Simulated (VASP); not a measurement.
# I (Fmmm) in VASP: single point with PBEsol

Aim: the single point of I with PBEsol.

All numbers are computed with VASP 6.6.1; they aren't measurements. Logs are shortened: lines on timing, memory, paths and dates and some standing lists are left out, and cuts for length are marked.

## Step 1: The cell of the first run

The structure is orthorhombic, space group Fmmm (No. 69). The conventional cell has a = 4.384 Å, b = 4.731 Å, c = 7.820 Å, α = 90.00°, β = 90.00°, γ = 90.00°. I (site symmetry mmm) is surrounded by 4 I at 3.23 Å.

## Step 2: Single point, PBEsol (the relaxed cell repeated 16 times, on the trajectory's mesh)

Contents of INCAR:

```
ALGO = Fast ; EDIFF = 1E-6
ENCUT = 520 ; GGA = PS
ISIF = 2 ; ISMEAR = 0
ISYM = 0 ; LASPH = T
LCHARG = F ; LREAL = Auto
LWAVE = F ; NBANDS = 70
NELM = 100 ; PREC = Accurate
SIGMA = 0.1
```

Contents of KPOINTS:

```
Automatic mesh
0
Gamma
  2 2 2
  0.5 0.5 0.5
```

Contents of POSCAR:

```
I
1.0
    0.0000000000     -4.7312008856      7.8196802648
    0.0000000000     -4.7312008856     -7.8196802648
    8.7689818668      4.7312008856      0.0000000000
I
16
Direct
    0.3750000000      0.8750000000      0.2500000000
    0.2500000000      0.7500000000      0.5000000000
    0.1250000000      0.6250000000      0.7500000000
    0.8750000000      0.8750000000      0.2500000000
    0.7500000000      0.7500000000      0.5000000000
    0.6250000000      0.6250000000      0.7500000000
    0.0000000000      0.5000000000      0.0000000000
    0.5000000000      0.5000000000      0.0000000000
    0.3750000000      0.3750000000      0.2500000000
    0.2500000000      0.2500000000      0.5000000000
    0.1250000000      0.1250000000      0.7500000000
    0.8750000000      0.3750000000      0.2500000000
    0.7500000000      0.2500000000      0.5000000000
    0.6250000000      0.1250000000      0.7500000000
    0.0000000000      0.0000000000      0.0000000000
    0.5000000000      0.0000000000      0.0000000000
```

Potentials or basis: VASP PAW PBE potentials, release 64 (I).

On the command line:

```sh
cat potpaw_PBE.64/I/POTCAR > POTCAR
mpirun -np 1 vasp_std > vasp.out
```

OUTCAR:

```text
EDIFF = 1E-6
   ENCUT = 520
   GGA = PS
   ISIF = 2
   ISMEAR = 0
   ISYM = 0
   LASPH = T
   LREAL = Auto
   NELM = 100
   PREC = Accurate

 ion  position               nearest neighbor table
   1  0.375  0.875  0.250-   2 3.23   7 3.23  13 3.23  16 3.23
   2  0.250  0.750  0.500-   1 3.23   3 3.23  12 3.23  14 3.23
   3  0.125  0.625  0.750-   2 3.23   7 3.23  13 3.23  16 3.23
   4  0.875  0.875  0.250-   5 3.23   8 3.23  10 3.23  15 3.23
   5  0.750  0.750  0.500-   4 3.23   6 3.23   9 3.23  11 3.23
   6  0.625  0.625  0.750-   5 3.23   8 3.23  10 3.23  15 3.23
[... 8 lines left out ...]
  15  0.000  0.000  0.000-   4 3.23   6 3.23   9 3.23  11 3.23
  16  0.500  0.000  0.000-   1 3.23   3 3.23  12 3.23  14 3.23

IMPORTANT INFORMATION: All symmetrisations will be switched off!
NOSYMM: (Re-)initialisation of all symmetry stuff for point group C_1.

----------------------------------------------------------------------------------------

                                     Primitive cell

  volume of cell :     648.8429

  direct lattice vectors                    reciprocal lattice vectors
     0.000000000 -4.731200886  7.819680265     0.057019162 -0.105681414  0.063941233
     0.000000000 -4.731200886 -7.819680265     0.057019162 -0.105681414 -0.063941233
     8.768981867  4.731200886  0.000000000     0.114038325  0.000000000  0.000000000

  length of vectors
     9.139565704  9.139565704  9.963900080     0.136044946  0.136044946  0.114038325

  position of ions in fractional coordinates (direct lattice)
     0.375000000  0.875000000  0.250000000
     0.250000000  0.750000000  0.500000000
     0.125000000  0.625000000  0.750000000
     0.875000000  0.875000000  0.250000000
     0.750000000  0.750000000  0.500000000
     0.625000000  0.625000000  0.750000000
[... 8 lines left out ...]
     0.000000000  0.000000000  0.000000000
     0.500000000  0.000000000  0.000000000

  ion indices of the primitive-cell ions
   primitive index   ion index
                 1           1
                 2           2
                 3           3
                 4           4
                 5           5
                 6           6
[... 8 lines left out ...]
                15          15
                16          16

----------------------------------------------------------------------------------------

 KPOINTS: Automatic mesh

Automatic generation of k-mesh.
 Grid dimensions read from file:
[... 49 lines left out ...]
   NFREE  =      0    steps in history (QN), initial steepest desc. (CG)
   ISIF   =      2    stress and relaxation
   ISYM   =      0    0-nonsym 1-usesym 2-fastsym
   POTIM  = 0.5000    time-step for ionic-motion
   TEBEG  =    0.0;   TEEND  =   0.0 temperature during run
   PSTRESS=    0.0 pullay stress
   NELECT =     112.0000    total number of electrons
   NUPDOWN=      -1.0000    fix difference up-down
   EMIN   =  10.00;   EMAX   =-10.00  energy-range for DOS
   EFERMI =   0.00;   METHOD = LEGACY
   ISMEAR =     0;   SIGMA  =   0.10  broadening in eV -4-tet -1-fermi 0-gaus
   EFERMI_NEDOS =   21; number of points for ismear=-14 and -15
   IALGO  =     68    algorithm
   IMIX   =      4    mixing-type and parameters
     AMIX     =   0.40;   BMIX     =  1.00
     AMIX_MAG =   1.60;   BMIX_MAG =  1.00
  volume/ion in A,a.u.               =      40.55       273.66
  Fermi-wavevector in a.u.,A,eV,Ry     =   0.911523  1.722529 11.304731  0.830874
  Thomas-Fermi vector in A             =   2.035812
   LORBIT       =      0    0 simple, 1 ext, 2 COOP (PROOUT), +10 PAW based schemes
   GGA     = PS    functional components
   LHFCALC =     F    Hartree Fock is set to
   AEXX    =    0.0000 exact exchange contribution
   IVDW    =     0    specifies the selected vdW correction
   LEPSILON=     F    determine dielectric tensor
   LRPA    =     F    only Hartree local field effects (RPA)
 non-spin polarized calculation
 RMM-DIIS sequential band-by-band and
 Gauss-broadening in eV      SIGMA  =   0.10
  energy-cutoff  :      520.00
  volume of cell :      648.84
 maximum number of plane-waves:     17484
 NGX is ok and might be reduce to    70
   NGX = 33   NGY = 33   NGZ = 37

 number of electron     111.9999994 magnetization

 Free energy of the ion-electron system (eV)
  ---------------------------------------------------
  ext. energy  EPLUGINS =         0.00000000
  ---------------------------------------------------
  free energy    TOTEN  =       -26.42832038 eV

  energy without entropy =      -26.41344533  energy(sigma->0) =      -26.42088286

 E-fermi :   3.3701     XC(G=0):  -8.4401

 val. band max:        3.2634809820   @ k =  -0.2500  -0.2500   0.2500
 cond. band min:       3.4930565699   @ k =  -0.2500  -0.2500   0.2500
 fundamental gap:      0.2295755880
 Fermi energy:         3.3701073967

 k-point     1 :       0.2500    0.2500    0.2500
  band No.  band energies     occupation
      1     -10.1086      2.00000
      2     -10.1086      2.00000
      3      -9.9337      2.00000
      4      -9.9337      2.00000
      5      -9.7207      2.00000
      6      -9.7207      2.00000
[... 273 lines left out ...]
     67       8.2513      0.00000
     68       8.8687      0.00000
 [bands above 68 left out]

------------------------ aborting loop because EDIFF is reached ----------------------------------------

  FORCE on cell =-STRESS in cart. coord.  units (eV):
  Direction    XX          YY          ZZ          XY          YZ          ZX
  --------------------------------------------------------------------------------------
  -------------------------------------------------------------------------------------
  Total        3.6323935    -16.6847698     -1.2089758     -0.0109881      0.0000130     -0.0000027
  in kB        8.9694109    -41.1994340     -2.9853045     -0.0271328      0.0000320     -0.0000067
  external PRESSURE =     -11.7384426 kB  Pullay stress =       0.0000000 kB

 VOLUME and BASIS-vectors are now :
 -----------------------------------------------------------------------------
  energy-cutoff  :      520.00
  volume of cell :      648.84
      direct lattice vectors                 reciprocal lattice vectors
     0.000000000 -4.731200886  7.819680265     0.057019162 -0.105681414  0.063941233
     0.000000000 -4.731200886 -7.819680265     0.057019162 -0.105681414 -0.063941233
     8.768981867  4.731200886  0.000000000     0.114038325  0.000000000  0.000000000

 POSITION                                       TOTAL-FORCE (eV/Angst)
 -----------------------------------------------------------------------------------
      2.19225     -4.73120     -3.90984         0.001616     -0.000973      0.000009
      4.38449     -2.36560     -3.90984        -0.000009     -0.000000      0.000005
      6.57674      0.00000     -3.90984        -0.001617      0.000971     -0.000008
      2.19225     -7.09680      0.00000         0.001631     -0.000968      0.000004
      4.38449     -4.73120      0.00000        -0.000002      0.000003      0.000008
      6.57674     -2.36560      0.00000        -0.001636      0.000973      0.000006
[... 8 lines left out ...]
      0.00000      0.00000      0.00000         0.000002      0.000004     -0.000006
      0.00000     -2.36560      3.90984         0.000011      0.000002     -0.000001
 -----------------------------------------------------------------------------------
    total drift:                               -0.000001      0.000012     -0.000008

  FREE ENERGIE OF THE ION-ELECTRON SYSTEM (eV)
  ---------------------------------------------------
  free  energy   TOTEN  =       -26.4283203823 eV

  energy  without entropy=      -26.4134453329  energy(sigma->0) =      -26.42088286
```

stdout:

```text
POSCAR found type information on POSCAR I
 POSCAR found :  1 types and      16 ions
 scaLAPACK will be used
 -----------------------------------------------------------------------------
|                                                                             |
|                                                                             |
|     You enforced a specific xc type in the INCAR file but a different       |
|     I HOPE YOU KNOW WHAT YOU ARE DOING!                                     |
|                                                                             |
 -----------------------------------------------------------------------------

 LDA part: xc-table for (Slater+PW92), standard interpolation
 POSCAR, INCAR and KPOINTS ok, starting setup
 FFT: planning ... GRIDC
 FFT: planning ... GRID_SOFT
 FFT: planning ... GRID
 WAVECAR not read
 entering main loop
```

It took 8.1 min on 1 thread of Intel Xeon Platinum 8259CL at 2.50GHz (Skylake/Cascade Lake), shared host; peak memory 0.71 GiB.

Results:

| Property | Result |
| --- | --- |
| Free energy | -26.4283 eV |
| Pressure | -1.2 GPa |
| Band gap on the k mesh | 0.23 eV |

Stress tensor (GPa, compression positive):
```
 0.90  0.00  0.00
 0.00 -4.12  0.00
 0.00  0.00 -0.30
```

Levels at points of the mesh, in eV from the valence-band top:
| k point | band 52 | band 53 | band 54 | band 55 | band 56 | band 57 | band 58 | band 59 | band 60 | band 61 |
| --- | --- | --- | --- | --- | --- | --- | --- | --- | --- | --- |
| (0.25, 0.25, 0.25) | -0.95 | -0.30 | -0.30 | -0.05 | -0.05 | 0.31 | 0.31 | 0.31 | 0.31 | 1.26 |

Caveat: the PAW data sets were made with another functional, which shifts forces and pressure a little; spin-orbit coupling is left out, which moves the levels of the heavy elements.
